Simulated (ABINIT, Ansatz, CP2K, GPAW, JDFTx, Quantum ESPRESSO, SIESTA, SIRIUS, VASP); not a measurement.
## One calculation of Ti, 9 ways

```
Ti
1.0
     2.95000    0.00000    0.00000
    -1.47500    2.55477    0.00000
     0.00000    0.00000    4.68000
Ti
2
Direct
  0.66667 0.33333 0.75000
  0.33333 0.66667 0.25000
```

Alike in all runs: task single point; functional PBEsol; k mesh 10 × 10 × 6; occupations fermi-dirac, width 0.05 eV; no spin polarisation; no spin-orbit coupling. Pressure is positive in compression and, in plane waves, holds the error of the finite cutoff.

```tsv
program and potentials	plane-wave cutoff (eV)	notes	pressure (GPa)
CP2K, POTENTIAL_UZH Ti GTH-PBE-q12; TZVP-MOLOPT-PBE-GTH basis	-	atomic basis; potentials made for PBE	-5.49
Quantum ESPRESSO, GBRV 1.5 PBEsol	612	-	-5.73
SIESTA, files PseudoDojo sr-pbesol-0.4.1-standard, DZP (energy shift 0.003 Ry; two zetas on semicore shells)	-	atomic basis	-5.53
ABINIT, PseudoDojo NC SR PBEsol v0.4.1 standard	1143	-	-5.65
GPAW, PAW data sets generated for this functional	600	-	-6.17
SIRIUS, PseudoDojo 0.4.1 PBEsol standard (scalar relativistic)	1152	-	-5.65
JDFTx, PseudoDojo-SR-PBEsol-0.4.1-standard with smoothed tails	1143	-	-5.65
Ansatz, all-electron LAPW, scalar-relativistic	-	-	-5.71
VASP, PBE PAW files Ti_sv, 520 eV	520	potentials made for PBE	?
```

Estimate from the other rows what the run with VASP, PBE PAW files Ti_sv, 520 eV gave.

Pressure -5.90 GPa. The other rows, which needn't bracket it: pressure -6.17 to -5.49.
